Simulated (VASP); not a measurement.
# Pb (C2/m) in VASP: further runs, part 2 of 2

VASP 6.6.1. Earlier steps stand in the parts before.

## (3) Single point, LDA

Input file INCAR:

```
SYSTEM = Pb
ADDGRID = .False. ; ALGO = Normal
EDIFF = 0.001 ; ENCUT = 460
GGA = CA ; ISIF = 2
ISMEAR = 1 ; LASPH = .True.
LCHARG = .False. ; LREAL = .False.
LWAVE = .False. ; NELM = 100
PREC = Accurate ; SIGMA = 0.2
```

Input file KPOINTS:

```
k-points
0
Gamma
  14 14 7
  0 0 0
```

Input file POSCAR:

```
Pb
1.0
    3.0386068135     -1.7503199600      0.0000000000
    3.0386068135      1.7503199600      0.0000000000
   -2.1154626375      0.0000000000      6.0952248674
Pb
2
Direct
    0.9226740000      0.9042520000      0.7213670000
    0.1042030000      0.0659440000      0.2801110000
```

Potentials or basis: VASP PAW LDA potentials, release 64 (Pb_d).

On the command line:

```
$ cat potpaw_LDA.64/Pb_d/POTCAR > POTCAR
$ mpirun -np 1 vasp_std > vasp.out
```

OUTCAR:

```text
SYSTEM = Pb
   EDIFF = 0.001
   ENCUT = 460
   GGA = CA
   ISIF = 2
   ISMEAR = 1
   LASPH = .True.
   LREAL = .False.
   NELM = 100
   PREC = Accurate

 Found    688 irreducible k-points:

 Following reciprocal coordinates:
            Coordinates               Weight
  0.000000  0.000000  0.000000      1.000000
  0.071429 -0.000000 -0.000000      2.000000
  0.000000 -0.071429  0.000000      2.000000
  0.142857  0.000000 -0.000000      2.000000
  0.000000 -0.142857  0.000000      2.000000
  0.214286  0.000000 -0.000000      2.000000
   k-points           NKPTS =    688   k-points in BZ     NKDIM =    688   number of bands    NBANDS=     18
[... 204 lines left out ...]
  FORCE on cell =-STRESS in cart. coord.  units (eV):
  Direction    XX          YY          ZZ          XY          YZ          ZX
  --------------------------------------------------------------------------------------
  -------------------------------------------------------------------------------------
  Total       -1.3013794     -1.3859098     -0.8820476     -0.0174937     -0.0326437     -0.0475954
  in kB      -32.1590230    -34.2478930    -21.7967088     -0.4322951     -0.8066746     -1.1761533
  external PRESSURE =     -29.4012082 kB  Pullay stress =       0.0000000 kB

 VOLUME and BASIS-vectors are now :
 -----------------------------------------------------------------------------
  energy-cutoff  :      460.00
  volume of cell :       64.84
      direct lattice vectors                 reciprocal lattice vectors
     3.038606813 -1.750319960  0.000000000     0.164549095 -0.285662057  0.057109864
     3.038606813  1.750319960  0.000000000     0.164549095  0.285662057  0.057109864
    -2.115462637  0.000000000  6.095224867     0.000000000  0.000000000  0.164062856

 POSITION                                       TOTAL-FORCE (eV/Angst)
 -----------------------------------------------------------------------------------
      4.02528     -0.03224      4.39689        -0.009461     -0.011072      0.104596
     -0.07555     -0.06697      1.70734         0.009461      0.011072     -0.104596
 -----------------------------------------------------------------------------------
    total drift:                                0.000010     -0.000002      0.000015

  FREE ENERGIE OF THE ION-ELECTRON SYSTEM (eV)
  ---------------------------------------------------
  free  energy   TOTEN  =        -8.3250143782 eV

  energy  without entropy=       -8.3257499983  energy(sigma->0) =       -8.32525958
```

stdout:

```text
POSCAR found type information on POSCAR Pb
 POSCAR found :  1 types and       2 ions
 scaLAPACK will be used
 LDA part: xc-table for (Slater(with rela. corr.)+CA(PZ))
 , standard interpolation
 POSCAR, INCAR and KPOINTS ok, starting setup
 FFT: planning ... GRIDC
 FFT: planning ... GRID_SOFT
 FFT: planning ... GRID
 WAVECAR not read
 entering main loop
```

It took 2.4 min on 1 thread of Intel Xeon 6975P-C (Granite Rapids), shared host; peak memory 0.59 GiB.

These settings aren't checked as converged: the numbers below hold their error.

What came out:

```
Free energy            : -8.3250 eV
Pressure               : -2.9 GPa
Largest force          : 0.106 eV/Å
Band gap on the k mesh : none (metal or under the smearing width)
```

## (4) Single point, LDA

Edit INCAR of step 3 so:

```diff
@@ -2,3 +2,3 @@
 ADDGRID = .False. ; ALGO = Normal
-EDIFF = 0.001 ; ENCUT = 460
+EDIFF = 1E-4 ; ENCUT = 460
 GGA = CA ; ISIF = 2
```

KPOINTS is that of step 3.

Input file POSCAR:

```
Pb
1.0
    3.0386068135     -1.7503199600      0.0000000000
    3.0386068135      1.7503199600      0.0000000000
   -2.1154626375      0.0000000000      6.0952248674
Pb
2
Direct
    0.9085084100      0.9085084100      0.7262922000
    0.0914915900      0.0914915900      0.2737078000
```

Potentials or basis: VASP PAW LDA potentials, release 64 (Pb_d).

On the command line:

```
$ cat potpaw_LDA.64/Pb_d/POTCAR > POTCAR
$ mpirun -np 1 vasp_std > vasp.out
```

OUTCAR:

```text
SYSTEM = Pb
   EDIFF = 1E-4
   ENCUT = 460
   GGA = CA
   ISIF = 2
   ISMEAR = 1
   LASPH = .True.
   LREAL = .False.
   NELM = 100
   PREC = Accurate

 Found    372 irreducible k-points:

 Following reciprocal coordinates:
            Coordinates               Weight
  0.000000  0.000000  0.000000      1.000000
  0.071429 -0.000000 -0.000000      4.000000
  0.142857  0.000000 -0.000000      4.000000
  0.214286  0.000000 -0.000000      4.000000
  0.285714  0.000000  0.000000      4.000000
  0.357143  0.000000 -0.000000      4.000000
   k-points           NKPTS =    372   k-points in BZ     NKDIM =    372   number of bands    NBANDS=     18
   number of dos      NEDOS =    301   number of ions     NIONS =      2
   total plane-waves  NPLWV =  37632
   dimension x,y,z NGX =    28 NGY =   28 NGZ =   48
   dimension x,y,z NGXF=    56 NGYF=   56 NGZF=   96
   ions per type =               2
   NGX,Y,Z   is equivalent  to a cutoff of  13.27, 13.27, 12.37 a.u.
   NGXF,Y,Z  is equivalent  to a cutoff of  26.55, 26.55, 24.74 a.u.
 SYSTEM =  Pb
   PREC   = accura    normal or accurate (medium, high low for compatibility)
   ISTART =      0    job   : 0-new  1-cont  2-samecut
   ICHARG =      2    charge: 1-file 2-atom 10-const
   ISPIN  =      1    spin polarized calculation?
   LNONCOLLINEAR =      F non collinear calculations
[... 55 lines left out ...]

 val. band max:        6.2558609500   @ k =  -0.4286   0.5000   0.4286
 cond. band min:       6.2616018268   @ k =   0.1429   0.0000   0.4286
 fundamental gap:      0.0057408768
 Fermi energy:         6.2600879288

 k-point     1 :       0.0000    0.0000    0.0000
  band No.  band energies     occupation
      1     -10.8275      2.00000
      2     -10.7177      2.00000
      3     -10.7170      2.00000
      4     -10.7141      2.00000
      5     -10.7139      2.00000
      6     -10.6905      2.00000
[... 103 lines left out ...]
      5     -10.6377      2.00000
      6     -10.5484      2.00000
[... 10 lines left out ...]
     17      10.6771      0.00000
     18      11.3509      0.00000

 [... further k-points ...]

------------------------ aborting loop because EDIFF is reached ----------------------------------------

  FORCE on cell =-STRESS in cart. coord.  units (eV):
  Direction    XX          YY          ZZ          XY          YZ          ZX
  --------------------------------------------------------------------------------------
  -------------------------------------------------------------------------------------
  Total       -1.2860463     -1.3130636     -0.8769113      0.0000000      0.0000000      0.0148009
  in kB      -31.7801186    -32.4477562    -21.6697834      0.0000000      0.0000000      0.3657534
  external PRESSURE =     -28.6325527 kB  Pullay stress =       0.0000000 kB

 VOLUME and BASIS-vectors are now :
 -----------------------------------------------------------------------------
  energy-cutoff  :      460.00
  volume of cell :       64.84
      direct lattice vectors                 reciprocal lattice vectors
     3.038606813 -1.750319960  0.000000000     0.164549095 -0.285662057  0.057109864
     3.038606813  1.750319960  0.000000000     0.164549095  0.285662057  0.057109864
    -2.115462637  0.000000000  6.095224867     0.000000000  0.000000000  0.164062856

 POSITION                                       TOTAL-FORCE (eV/Angst)
 -----------------------------------------------------------------------------------
      3.98476      0.00000      4.42691         0.016428      0.000000     -0.086750
     -0.02300      0.00000      1.66831        -0.016428      0.000000      0.086750
 -----------------------------------------------------------------------------------
    total drift:                                0.000000      0.000000     -0.000000

  FREE ENERGIE OF THE ION-ELECTRON SYSTEM (eV)
  ---------------------------------------------------
  free  energy   TOTEN  =        -8.3243893730 eV

  energy  without entropy=       -8.3251673572  energy(sigma->0) =       -8.32464870
```

OSZICAR:

```text
N       E                     dE             d eps       ncg     rms          rms(c)
DAV:   1     0.269958336832E+03    0.26996E+03   -0.13652E+04 13392   0.170E+03
DAV:   2     0.102551333616E+02   -0.25970E+03   -0.25647E+03 13410   0.418E+02
DAV:   3    -0.781650636299E+01   -0.18072E+02   -0.17845E+02 16404   0.140E+02
DAV:   4    -0.833604538696E+01   -0.51954E+00   -0.51845E+00 15734   0.287E+01
DAV:   5    -0.835723213256E+01   -0.21187E-01   -0.21186E-01 16260   0.507E+00    0.790E-01
DAV:   6    -0.833143081772E+01    0.25801E-01   -0.50227E-02 17490   0.299E+00    0.397E-01
DAV:   7    -0.832486394256E+01    0.65669E-02   -0.20607E-02 16962   0.188E+00    0.134E-01
DAV:   8    -0.832439471764E+01    0.46922E-03   -0.11257E-03 15696   0.536E-01    0.146E-02
DAV:   9    -0.832438937303E+01    0.53446E-05   -0.73727E-05  7122   0.111E-01
   1 F= -.83243894E+01 E0= -.83246487E+01  d E =0.777984E-03
```

It took 84 s on 1 thread of Intel Xeon 6975P-C (Granite Rapids), shared host; peak memory 0.39 GiB.

The run converged, but some of its settings lie outside the range that counts as converged, so its numbers aren't taken as properties of the crystal.

Results:

* Free energy: -8.3244 eV
* Pressure: -2.9 GPa
* Largest force: 0.088 eV/Å
* Band gap on the k mesh: none (metal or under the smearing width)

## (5) Single point, LDA

INCAR is that of step 4.

KPOINTS is that of step 4.

Input file POSCAR:

```
Pb
1.0
    3.0386068135     -1.7503199600      0.0000000000
    3.0386068135      1.7503199600      0.0000000000
   -2.1154626375      0.0000000000      6.0952248674
Pb
2
Direct
    0.9226740000      0.9042520000      0.7213670000
    0.1042030000      0.0659440000      0.2801110000
```

On the command line:

```
$ cat potpaw_LDA.64/Pb_d/POTCAR > POTCAR
$ mpirun -np 1 vasp_std > vasp.out
```

It took 2.7 min on 1 thread of Intel Xeon 6975P-C (Granite Rapids), shared host; peak memory 0.59 GiB.

These settings aren't checked as converged: the numbers below hold their error.

Results:

* Free energy: -8.3250 eV
* Pressure: -2.5 GPa
* Largest force: 0.067 eV/Å
* Band gap on the k mesh: none (metal or under the smearing width)

## (6) For comparison

An earlier run on the cell as given: functional PBE; potentials or basis VASP PAW PBE potentials, release 64 (Pb_d); cutoff 520 eV; k mesh 9 × 9 × 5; occupations fermi-dirac, width 0.05 eV; no spin polarisation.

- Pressure: 0.7 GPa
- Largest force: 0.079 eV/Å
- Band gap on the k mesh: none (metal or under the smearing width)
